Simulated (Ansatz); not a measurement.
Elements on the sites of an ideal diamond lattice, at a guessed lattice constant:

```yaml
crystal:
  lattice:
    - [-4.70148, 4.70148, 0.00000]
    - [-4.70148, 0.00000, 4.70148]
    - [0.00000, 4.70148, 4.70148]
  atoms:
    - { symbol: C, position: [0.50000, 0.00000, 0.00000] }
    - { symbol: C, position: [0.00000, 0.50000, 0.00000] }
    - { symbol: C, position: [0.00000, 0.50000, 0.50000] }
    - { symbol: C, position: [0.87500, 0.37500, 0.37500] }
    - { symbol: C, position: [0.37500, 0.37500, 0.37500] }
    - { symbol: C, position: [0.87500, 0.37500, 0.87500] }
    - { symbol: Si, position: [0.00000, 0.00000, 0.00000] }
    - { symbol: Si, position: [0.00000, 0.00000, 0.50000] }
    - { symbol: Si, position: [0.50000, 0.50000, 0.00000] }
    - { symbol: Si, position: [0.50000, 0.00000, 0.50000] }
    - { symbol: Si, position: [0.50000, 0.50000, 0.50000] }
    - { symbol: Si, position: [0.87500, 0.87500, 0.37500] }
    - { symbol: Si, position: [0.37500, 0.87500, 0.37500] }
    - { symbol: Si, position: [0.87500, 0.87500, 0.87500] }
    - { symbol: Si, position: [0.37500, 0.87500, 0.87500] }
    - { symbol: Si, position: [0.37500, 0.37500, 0.87500] }
```

Cell and atoms were relaxed without symmetry on coarser meshes and computed once more. Computed with DFT PBE, scalar-relativistic, plane waves, PAW (Ansatz).

Cutoff 420 eV; k points 6×6×6 on the computed 16-atom cell (Γ-centred); Gaussian smearing, width 0.10 eV; no spin polarisation.

The relaxation ran on 3×3×3 k points with a smearing of 0.1 eV, from sites shaken by 0.02 Å.

Q: What does the relaxation give?

A: A volume of 13.95 Å³/atom and no gap on the mesh. It lies 0.51 eV/atom above the elements' standard states (static lattices, no corrections for gases). The atoms leave their sites by 0.51 Å (root mean square) and 0.98 Å at most, and the cell stretches by up to 7.0 % at fixed volume, so the lattice hasn't survived.

```xyz
16
Lattice="-4.8598 4.5925 0.0674 -4.7458 0.1814 4.7674 0.2018 4.8617 5.1506" Properties=species:S:1:pos:R:3 pbc="T T T"
C    -7.0985    2.5049    4.8576
C    -7.0715    4.8013    2.6687
C    -2.6686    2.2644    4.1834
C    -1.8445    1.4588    3.3645
C    -3.2560    3.5368    3.6991
C    -5.9349    4.0355    2.0034
Si   -4.9904    9.1651    5.5021
Si   -4.8307    6.5901    2.9790
Si   -4.7006    2.7743    2.5947
Si   -7.0047    4.8692    7.3047
Si   -4.2754    4.8044    4.7058
Si   -8.3342    6.0863    5.7962
Si   -5.8234    3.5179    5.8485
Si   -8.0900    8.3401    8.8732
Si   -5.9210    6.2385    8.8477
Si   -3.1922    6.0924    6.4039
```

The final mesh leaves forces up to 0.28 eV/Å and stresses up to 0.4 GPa: the relaxation ran on a coarser mesh, so the cell's shape, its bonds and its energy belong partly to that mesh.

Cost: 2 runs of about 2.9 core-minutes in all (earlier runs that led there not counted), on AMD EPYC 9R45 (Zen 5) (shared hosts).